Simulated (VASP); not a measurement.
Given:

```
AlSb
1.0
    0.00000     3.11584     3.11584
    3.11584     0.00000     3.11584
    3.11584     3.11584     0.00000
Al Sb
1 1
Direct
  0.00000   0.00000   0.00000
  0.25000   0.25000   0.25000
```

Method: PBE GGA, VASP's PBE PAW potentials (set 64) (plane waves; VASP). Numerical set-up: 400 eV cut-off, 13×13×13 Γ-centred mesh, Gaussian smearing of 0.010 eV, potentials Al Sb.

**Question.** Give the direction-averaged independent-particle dielectric function (no local fields, no excitons; a broadening of 0.1 eV leaves a tail below the gap, and fine structure carries the noise of the k-mesh).

**Answer.** 
```tsv
ħω (eV)	ε₁	ε₂
0.00	12.71	0.00
0.20	12.77	0.05
0.50	13.05	0.14
0.80	13.66	0.28
1.10	14.82	0.70
1.40	15.50	1.11
1.70	18.92	2.81
2.00	22.55	6.89
2.30	17.19	9.97
2.60	16.17	12.04
2.90	16.31	13.72
3.20	16.13	24.62
3.50	-0.15	29.58
3.80	1.27	23.28
4.10	-10.64	16.26
4.40	-5.95	10.80
4.70	-7.42	9.34
5.00	-4.45	8.03
5.30	-7.72	9.05
5.60	-6.13	4.11
5.90	-4.31	3.86
6.20	-4.21	3.52
6.50	-3.19	2.95
6.80	-3.50	3.39
7.10	-3.52	2.47
7.40	-2.70	2.19
7.70	-2.70	1.64
8.00	-2.40	1.93
8.30	-2.34	1.11
8.60	-1.96	1.22
8.90	-1.73	1.12
9.20	-1.78	0.89
```
ε₂ peaks at 3.5 eV (height 29.6), 3.9 eV (height 24.4); ε₁(0) averages 12.71, so the electronic refractive index below the gap tends to √12.71 = 3.57.

The compound is AlSb in the zinc blende structure. It was relaxed first.
